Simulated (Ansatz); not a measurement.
**ZrB2: band structure with PBE**

The system is ZrB2.

```xyz
3
Lattice="3.1700 0.0000 0.0000 -1.5850 2.7453 0.0000 0.0000 0.0000 3.5330" Properties=species:S:1:pos:R:3 pbc="T T T"
Zr    0.0000    0.0000    0.0000
B     1.5850    0.9151    1.7665
B     0.0000    1.8302    1.7665
```

```
Program                             : Ansatz 0.2.0
Task                                : band structure
Functional                          : PBE
Potentials or basis                 : Ansatz PAW
Cutoff                              : 420 eV (not typed: the program's choice for these potentials)
k mesh                              : 6 × 6 × 4
Occupations                         : fermi-dirac, width 0.05 eV
Spin                                : no spin polarisation
Path                                : [["G", "M", "K", "G", "A", "L", "H", "A"], ["L", "M"], ["K", "H"]]
Points for each segment of the path : 14
```

```yaml
Pressure: 1.0 GPa
Band_gap_on_the_k_mesh: none (metal or under the smearing width)
```

Stress tensor (GPa, compression positive):
```
 1.50  0.00  0.00
 0.00  1.50  0.00
 0.00  0.00 -0.11
```

Levels at the corners of the path, in eV from the Fermi level:
```csv
point,band 7,band 8,band 9,band 10,band 11,band 12
Γ,-2.29,-2.24,-2.01,3.73,3.73,4.52
M,-3.56,-2.72,-2.34,2.57,2.64,5.27
K,-6.58,-2.12,-2.12,1.91,1.91,3.48
Γ,-2.29,-2.24,-2.01,3.73,3.73,4.52
A,-0.63,-0.63,0.66,0.66,1.13,1.13
L,-4.28,-3.78,-1.67,4.07,4.41,5.65
H,-4.59,-2.33,-2.33,4.42,6.35,6.35
A,-0.63,-0.63,0.66,0.66,1.13,1.13
L,-4.28,-3.78,-1.67,4.07,4.41,5.65
M,-3.56,-2.72,-2.34,2.57,2.64,5.27
K,-6.58,-2.12,-2.12,1.91,1.91,3.48
H,-4.59,-2.33,-2.33,4.42,6.35,6.35
```

It took 1.8 s on 2 threads of Arm Neoverse V1, with other jobs on the host, peak memory 0.28 GiB.

Caveat: the k mesh is coarse (spacing up to 0.44 Å⁻¹), so the values aren't converged.
